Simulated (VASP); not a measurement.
Set up this calculation in VASP 6.6.1, as the native input.

```
Task                   : relaxation of cell and atoms
Functional             : PBE
Dispersion             : D4
Potentials or basis    : VASP PAW PBE potentials, release 64 (Pb_d, Se)
Cutoff                 : 600 eV
k mesh                 : 8 × 8 × 8
Occupations            : fermi-dirac, width 0.05 eV
Spin                   : no spin polarisation
Further INCAR settings : ALGO = Fast; EDIFF = 1e-06; IBRION = 2; EDIFFG = -0.005; NSW = 60; ISIF = 3
```

The structure of PbSe (Clausthalite) lies in POSCAR:

```
PbSe
1.0
    0.0000000000      3.0606500000      3.0606500000
    3.0606500000      0.0000000000      3.0606500000
    3.0606500000      3.0606500000      0.0000000000
Pb Se
1 1
Direct
    0.0000000000      0.0000000000      0.0000000000
    0.5000000000      0.5000000000      0.5000000000
```

These files were run (other wordings do the same):

INCAR

```
ALGO = Fast
EDIFF = 1E-6
EDIFFG = -0.005
ENCUT = 600
GGA = PE
IBRION = 2
ISIF = 3
ISMEAR = -1
IVDW = 13
LASPH = T
LCHARG = F
LREAL = F
LWAVE = F
NELM = 80
NSW = 60
PREC = Accurate
SIGMA = 0.05
```

KPOINTS

```
k-points
0
Gamma
  8 8 8
```

Potentials or basis: VASP PAW PBE potentials, release 64 (Pb_d, Se).

Launch:

```console
$ cat potpaw_PBE.64/Pb_d/POTCAR potpaw_PBE.64/Se/POTCAR > POTCAR
$ mpirun -np 1 vasp_std > vasp.out
```

Results of the run:

The relaxed volume is 28.84 Å³/atom. The relaxed cell is a = 4.337 Å, b = 4.337 Å, c = 4.337 Å, α = 60.00°, β = 60.00°, γ = 60.00°, the space group after relaxing (to 0.05 Å) is Fm-3m (No. 225) and the energy gained by relaxing is 0.2 meV/atom. The ionic steps are 3, the pressure after relaxing is 0.0 GPa and the band gap on the k mesh is 0.31 eV, direct. The dispersion energy per atom is -0.397 eV.

Caveat: spin-orbit coupling is left out, which as a rule narrows the gap of such compounds by several tenths of an eV.

Run time: 95 s on 1 thread of Intel(R) Xeon(R) Platinum 8175M CPU @ 2.50GHz (Skylake/Cascade Lake), with other jobs on the host, peak memory 0.22 GiB.
